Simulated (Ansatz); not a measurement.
C4H6O2 can be A, `O=CC1(O)CC1`, or B, `O=C1CCCO1`.

Calculated with Ansatz (gas phase, PBE0-D4/def2-TZVP geometries, no zero-point term in ΔE). CCSD(T)/CBS is the MP2 limit (def2-TZVPP, def2-QZVPP) plus CCSD(T) − MP2 in def2-TZVPP, frozen cores. Functionals use def2-TZVPP. B3LYP here is the variant with VWN-RPA as its local correlation; programs differ in this. Each species was taken in one conformer, which may not be the lowest.

A:

Z-matrix (Å, degrees):
```
C
C 1 1.466
C 1 1.509 2 117.6
O 1 1.377 2 114.3 3 146.2
C 1 1.509 2 117.6 3 -67.7
O 2 1.207 1 121.8 3 -146.1
H 2 1.108 1 116.2 3 33.9
H 3 1.082 1 113.9 2 143.1
H 3 1.083 1 118.7 2 1.8
H 4 0.970 1 105.2 2 -0.1
H 5 1.083 1 118.7 2 -1.9
H 5 1.082 1 113.9 2 -143.1
```

B:

```xyz
12

O     1.374   -0.168   -2.223
C     0.833   -0.070   -1.165
C    -0.504   -0.634   -0.735
C    -0.832    0.152    0.523
C     0.558    0.510    1.034
O     1.384    0.601   -0.128
H    -0.360   -1.700   -0.531
H    -1.227   -0.547   -1.544
H    -1.385    1.060    0.270
H    -1.413   -0.405    1.258
H     0.966   -0.267    1.689
H     0.606    1.467    1.553
```

(1) Which isomer does CCSD(T)/CBS put lower? Give the gap. (Estimate.)

(2) Give E(B) − E(A) in kcal/mol with B3LYP, HF/def2-TZVPP, CCSD(T)/def2-TZVPP, CCSD/def2-TZVPP, B2PLYP, PBE-D4, B3LYP-D4. (Estimate.)

Largest T1 diagnostic: 0.014.

## Answers

(1) Computed: B, by 34.0 kcal/mol.

(2) The calculation gave: B3LYP -33.6, HF/def2-TZVPP -37.6, CCSD(T)/def2-TZVPP -34.5, CCSD/def2-TZVPP -34.8, B2PLYP -34.1, PBE-D4 -32.6, B3LYP-D4 -33.9. None reverses the order clearly.

From PBE to PBE0 (25 % exact exchange), in def2-TZVPP and without D4, E(B) − E(A) moves by −1.6 kcal/mol. In def2-TZVPP, CCSD(T) changes the Hartree–Fock value by +3.1 kcal/mol (the triples alone add +0.3 kcal/mol) and MP2 by +4.1 kcal/mol.
